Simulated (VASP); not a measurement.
Set up this calculation in VASP 6.6.1, as the native input.

| Quantity | Value |
| --- | --- |
| Task | relaxation of cell and atoms |
| Functional | PBE |
| Potentials or basis | VASP PAW PBE potentials, release 64 (Bi_d_GW, S_GW) |
| Cutoff | 900 eV |
| k mesh | 8 × 8 × 8 |
| Occupations | fermi-dirac, width 0.05 eV |
| Spin | no spin polarisation |
| Further INCAR settings | ALGO = Normal; EDIFF = 1e-06; IBRION = 2; EDIFFG = -0.01; NSW = 40; ISIF = 3 |

The structure of BiS lies in POSCAR:

```
BiS
1.0
    2.1092708700      1.2177881000      3.5004874800
   -2.1092708700      1.2177881000      3.5004874800
    0.0000000000     -2.4355762100      3.5004874800
Bi S
1 1
Direct
    0.0000000000      0.0000000000      0.0000000000
    0.5000000000      0.5000000000      0.5000000000
```

The cell was built by a generator and needn't be a form met in nature.

These files were run (other wordings do the same):

INCAR

```
PREC     = Accurate       # precision mode
ENCUT    = 900            # plane-wave cutoff, eV
EDIFF    = 1E-6           # SCF threshold, eV
ISMEAR   = -1             # smearing method
SIGMA    = 0.05           # smearing width, eV
LREAL    = False          # projectors in reciprocal space
LASPH    = True           # aspherical terms in the spheres
NELM     = 60             # most SCF steps
ALGO     = Normal         # electronic algorithm
ISIF     = 3              # what is computed and relaxed
LWAVE    = False          # write WAVECAR
LCHARG   = False          # write CHGCAR
GGA      = PE             # functional
IBRION   = 2              # ionic algorithm
NSW      = 40             # ionic steps
EDIFFG   = -0.01          # ionic threshold
```

KPOINTS

```
regular mesh
0
Gamma
  8 8 8
```

Potentials or basis: VASP PAW PBE potentials, release 64 (Bi_d_GW, S_GW).

The run is started by

```sh
$ cat potpaw_PBE.64/Bi_d_GW/POTCAR potpaw_PBE.64/S_GW/POTCAR > POTCAR
$ mpirun -np 1 vasp_std > vasp.out
```

It gave:

| Quantity | Value |
| --- | --- |
| Relaxed volume | 25.27 Å³/atom |
| Relaxed cell | a = 4.545 Å, b = 4.545 Å, c = 4.545 Å, α = 49.90°, β = 49.90°, γ = 49.90° |
| Space group after relaxing (to 0.05 Å) | R-3m (No. 166) |
| Energy gained by relaxing | 56.6 meV/atom |
| Ionic steps | 13 |
| Pressure after relaxing | 0.0 GPa |
| Band gap on the k mesh | none (metal or under the smearing width) |

Caveat: spin-orbit coupling is left out, which moves the levels of the heavy elements.

Wall time 9.4 min on 1 thread of Intel(R) Xeon(R) 6975P-C (Granite Rapids) (shared host), peak memory 0.43 GiB.
